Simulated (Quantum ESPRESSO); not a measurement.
**Ti3Al under changes of volume**

One of the cells (17.120 Å³/atom); the others are scaled copies at fixed shape and fractional positions:

```
CELL_PARAMETERS angstrom
2.92754 0.00000 0.00000
-1.46377 2.53533 0.00000
0.00000 0.00000 9.22636
ATOMIC_POSITIONS crystal
Ti 0.33333 0.66667 0.24941
Ti 0.33333 0.66667 0.75059
Ti 0.66667 0.33333 0.00000
Al 0.66667 0.33333 0.50000
```

The cell comes from a database or a generator and needn't be the stable form of this composition.

- Program: Quantum ESPRESSO 7.5
- Functional: PBE
- Potentials or basis: SSSP 1.3 efficiency PBE
- Cutoff: 748 eV
- Density cutoff: 5987 eV
- k mesh: 10 × 10 × 3
- Occupations: fermi-dirac, width 0.05 eV
- Spin: no spin polarisation

| volume (Å³/atom) | energy over the lowest point (meV/atom) | pressure (GPa) | largest force (eV/Å) |
| --- | --- | --- | --- |
| 16.093 | 25.09 | 8.0 | 0.036 |
| 16.435 | 11.14 | 5.2 | 0.023 |
| 16.778 | ? | ? | ? |
| 17.120 | 0.00 | 0.3 | 0.003 |
| 17.463 | 1.81 | -1.9 | 0.016 |
| 17.805 | 7.94 | -3.8 | 0.029 |
| 18.147 | 17.99 | -5.5 | 0.041 |

Q: What does the run at 16.778 Å³/atom give?

A: Energy over the lowest point 2.95 meV/atom; pressure 2.6 GPa; largest force 0.010 eV/Å.

Worked out: A Birch-Murnaghan fit of order 3 (a polynomial in V^(-2/3)) to the other rows has its minimum at 17.16 Å³/atom with B0 = V·E''(V) = 110 GPa and B' = 3.8 at fixed shape and positions, which overstates the stiffness. It gives 2.94 meV/atom at 16.778 Å³/atom, against the run's 2.95, and -dE/dV = 2.6 GPa, against 2.6.

Energies are extrapolated to zero smearing.
